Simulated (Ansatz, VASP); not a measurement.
**TaN: VASP beside Ansatz**

INCAR

```
  ALGO = Normal
  EDIFF = 1E-8
  ENCUT = 520
  GGA = PS
  ISIF = 2
  ISMEAR = -1
  LASPH = T
  LCHARG = F
  LEFG = T
  LREAL = F
  LWAVE = F
  NBANDS = 15
  NELM = 100
  PREC = Accurate
  SIGMA = 0.02
```

KPOINTS

```
k-points
0
Gamma
  9 9 9
```

POSCAR

```
TaN
1.0
    0.0000000000      2.1790000000      2.1790000000
    2.1790000000      0.0000000000      2.1790000000
    2.1790000000      2.1790000000      0.0000000000
Ta N
1 1
Direct
    0.5000000000      0.5000000000      0.5000000000
    0.0000000000      0.0000000000      0.0000000000
```

Input for Ansatz:

```yaml
crystal:
  lattice:
    - [0.0, 2.179, 2.179]
    - [2.179, 0.0, 2.179]
    - [2.179, 2.179, 0.0]
  atoms:
    - { symbol: Ta, position: [0.5, 0.5, 0.5] }
    - { symbol: "N", position: [0.0, 0.0, 0.0] }
kpoints:
  mp_grid: { grid: [9, 9, 9] }
  band_path:
    path:
      - [0.0, 0.0, 0.0]
      - [0.5, 0.0, 0.5]
      - [0.625, 0.25, 0.625]
      - [0.375, 0.375, 0.75]
      - [0.0, 0.0, 0.0]
      - [0.5, 0.5, 0.5]
      - [0.5, 0.25, 0.75]
      - [0.5, 0.0, 0.5]
    npoints: 14
scf:
  occupations: { method: fermi_dirac, width: 0.02 }
hamiltonian:
  xc: pbesol
  pseudopotentials: { kind: paw }
output:
  forces: true
  stress: true
  eigenvalues: true
  efg: { contact_densities: true }
  populations: true
  bader: true
  dos: { projected: true, de: 0.2, e_range: [-14, 8] }
  write_density: true
  write_potential: true
  elf: true
  volumetric_format: npy
```

Alike in both runs: task electric field gradients; functional PBEsol; k mesh 9 × 9 × 9; occupations fermi-dirac, width 0.02 eV; no spin polarisation.

```csv
,VASP,Ansatz
version,VASP 6.6.1,Ansatz 0.2.0
potentials or method,"VASP PAW PBE potentials, release 64 (Ta_pv, N)","PAW with Ansatz's default frozen-core files, scalar-relativistic"
plane-wave cutoff (eV),520,420
valence electrons in the cell,16,18
```

```csv
,VASP,Ansatz,Ansatz less VASP
pressure (GPa),5.4,4.3,-1.07
Vzz of the field gradient on the site that differs most (V/Å²),0.0,0.0,0.00
```

The two sets of potentials don't hold the same shells in valence. Ansatz warned: «gradients_without_spin_orbit».

Caveats: the PAW data sets were made with another functional, which shifts forces and pressure a little (VASP). Spin-orbit coupling is left out, which matters for the levels of Ta.
